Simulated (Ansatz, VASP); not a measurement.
## SrO: VASP beside Ansatz

```
Sr O
1.0
     0.00000    2.56980    2.56980
     2.56980    0.00000    2.56980
     2.56980    2.56980    0.00000
Sr O
1 1
Direct
  0.04213 0.04213 0.04213
  0.50000 0.50000 0.50000
```

Change from the starting cell: all Sr atoms moved +0.375 Å, as atom 1 along Cartesian [1 1 1].

Alike in both runs: task single point; functional PBE; k mesh 8 × 8 × 8; occupations gaussian, width 0.05 eV; no spin polarisation.

|  | VASP | Ansatz |
| --- | --- | --- |
| version | VASP 6.6.1 | Ansatz 0.2.0 |
| potentials or method | VASP PAW PBE potentials, release 64 (Sr_sv, O) | scalar-relativistic, plane waves, PAW |
| plane-wave cutoff (eV) | 520 | 420 |
| valence electrons in the cell | 16 | 16 |

Ansatz gave:

- gap on the k mesh at the Fermi level (eV): 4.07
- least direct gap on the mesh (eV): 4.17
- pressure (GPa): 6.6
- largest component of the traceless stress (GPa): 0.90
- rms of the force components (eV/Å): 0.540

Problem. Estimate VASP's values.

Solution. gap on the k mesh at the Fermi level (eV): 4.06; least direct gap on the mesh (eV): 4.14; pressure (GPa): 7.3; largest component of the traceless stress (GPa): 0.97; rms of the force components (eV/Å): 0.572.

Atom by atom the forces differ by 0.032 eV/Å (rms over components).

A k mesh can miss the band edges.
